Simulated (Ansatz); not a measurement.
# Point defect: P interstitial in BP

Theory: Ansatz 0.2.0, DFT PBE, scalar-relativistic, plane waves, PAW. Settings: 420 eV cutoff, 3×3×3 k-mesh, Gaussian smearing of 0.01 eV, collinear spin in charge 0, +2 alone.

Host crystal, relaxed:

```yaml
crystal:
  lattice:
    - [0.00000, 2.27410, 2.27410]
    - [2.27410, 0.00000, 2.27410]
    - [2.27410, 2.27410, 0.00000]
  atoms:
    - { symbol: B, position: [0.00000, 0.00000, 0.00000] }
    - { symbol: P, position: [0.25000, 0.25000, 0.25000] }
```

Supercell of 16 atoms, rows in host cell vectors: 0 -2 2; 0 0 2; -2 0 2. Atoms relax at the host's cell, keeping the symmetry that the supercell leaves at the site. The cell is small, so energies carry finite-size errors of tenths of an eV. The host's Kohn–Sham gap is 1.25 eV.

Starting moments were lost in some runs.

Defect: P interstitial at (0.500, 0.500, 0.500) of the host cell, charge +1.

**Question.** Give the relaxed supercell.

**Answer.**
```xyz
17
Lattice="0.0000 4.5482 -4.5482 4.5482 4.5482 0.0000 4.5482 0.0000 -4.5482" Properties=species:S:1:pos:R:3 pbc="T T T"
B     2.2741    4.5054   -2.2741
B     0.0428    2.2741   -2.2741
B     2.2741    6.8223   -4.5910
B     0.0000    4.5482   -4.5482
B     4.5482    4.5482   -4.5482
B     2.2741    2.2741   -4.5054
B     4.5054    6.8223   -6.8223
B     2.2741    4.5910   -6.8223
P     3.4196    3.4196   -3.4196
P     5.6768    5.6768   -3.4196
P     3.4196    5.6768   -5.6768
P     5.6008    8.0438   -5.6008
P     5.6768    3.4196   -5.6768
P     8.0438    5.6008   -5.6008
P     5.6008    5.6008   -8.0438
P     8.0438    8.0438   -8.0438
P     6.8223    6.8223   -6.8223
```
Around the defect: 4 P at 2.12 Å, 6 B at 2.32 Å. The run ended with a moment of 0.00 μB (no spin polarisation).